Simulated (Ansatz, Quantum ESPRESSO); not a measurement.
## Au3Cu: changing the pressure

The cell as given:

```cif
data_structure
_symmetry_space_group_name_H-M 'P 1'
_symmetry_Int_Tables_number 1
_cell_length_a 3.9800
_cell_length_b 3.9800
_cell_length_c 3.9800
_cell_angle_alpha 90.000
_cell_angle_beta 90.000
_cell_angle_gamma 90.000
_cell_volume 63.04
loop_
_atom_site_label
_atom_site_type_symbol
_atom_site_fract_x
_atom_site_fract_y
_atom_site_fract_z
_atom_site_occupancy
Au1 Au 0.50000 0.50000 0.00000 1
Au2 Au 0.50000 0.00000 0.50000 1
Au3 Au 0.00000 0.50000 0.50000 1
Cu1 Cu 0.00000 0.00000 0.00000 1
```

Kept alike: task relaxation of cell and atoms; functional PBEsol; k mesh 7 × 7 × 7; occupations fermi-dirac, width 0.05 eV; no spin polarisation. Program: Ansatz, all-electron LAPW, scalar-relativistic. The mesh is that of the run's cell of 4 atoms. No spin-orbit coupling.

| pressure, P (GPa) | volume (Å³/atom) |
| --- | --- |
| 0 | 15.672 |
| 5 | 15.260 |
| 10 | 14.912 |
| 20 | 14.333 |
| 30 | 13.868 |

The relaxations keep at least the cell's symmetry (Pm-3m). For a metal such a mesh leaves the last digits unconverged. The runs follow the start's structure, whether or not it is the stable one at these pressures. P is the pressure aimed at, which the runs meet within some hundredths to tenths of a GPa.

The volume falls from 15.672 to 13.868 Å³/atom between 0 and 30 GPa. The volume falls ever more slowly, since the solid stiffens under load. At the pressures aimed at, which the runs meet within some tenths of a GPa, the step from 0 to 5 GPa gives a mean bulk modulus near 188 GPa, the last step 303 GPa. A twin series (Quantum ESPRESSO, GBRV 1.5 PBEsol) moves it by -1.7888 between 0 and 30, against -1.8040 Å³/atom here.

The compression is that of a dense, close-packed metal whose resistance grows steadily, with every successive interval stiffer than the one before. Copper and gold both have nearly filled d shells, so the d electrons add only modestly to cohesion. As the atoms are pushed together, the overlap of these shells brings a steeply rising Pauli repulsion, and the kinetic energy of the s-p electrons rises too. This probably accounts for most of the stiffening, with the extended 5d shell of gold likely carrying much of it in so gold-rich an alloy.

In the ordered Pm-3m cell every atom sits on a site fixed by symmetry, so compression only scales the lattice. Au–Au and Au–Cu nearest-neighbour distances stay equal, and the size mismatch cannot be eased by internal displacements. The smooth curve therefore says nothing about which contact is the stiffer. The close match with the twin series supports the computed compressibility numerically, but since both use PBEsol it doesn't test the functional itself.
